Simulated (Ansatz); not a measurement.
Yb:

```
Yb
1.0
     3.87990    0.00000    0.00000
    -1.93995    3.36009    0.00000
     0.00000    0.00000    6.38590
Yb
2
Direct
  0.66667 0.33333 0.75000
  0.33333 0.66667 0.25000
```

This isn't the form of Yb at room conditions, which is fcc.

Base run:

| Quantity | Value |
| --- | --- |
| Program | Ansatz 0.2.0 |
| Functional | PBE |
| Potentials or basis | Ansatz PAW |
| Cutoff | 420 eV (not typed: the program's choice for these potentials) |
| k mesh | 7 × 7 × 4 |
| Occupations | fermi-dirac, width 0.05 eV |
| Spin | collinear spin, ferromagnetic start |
| Starting moments | [1.25, 1.25] μB |
| Fixed moment | 2.5 μB |

Its results: pressure -2.4 GPa; site moments Yb +0.78 μB.

Task: The run is repeated on the same cell with these changes: fixed moment from 2.5 μB to 4 μB; moments at the start from [1.25, 1.25] to [2.0, 2.0]. What comes out?

Result: Pressure -2.9 GPa; site moments Yb +1.26 μB.

Caveats: the total moment is fixed, so each spin has its own Fermi level; the thresholds are loose for stress.
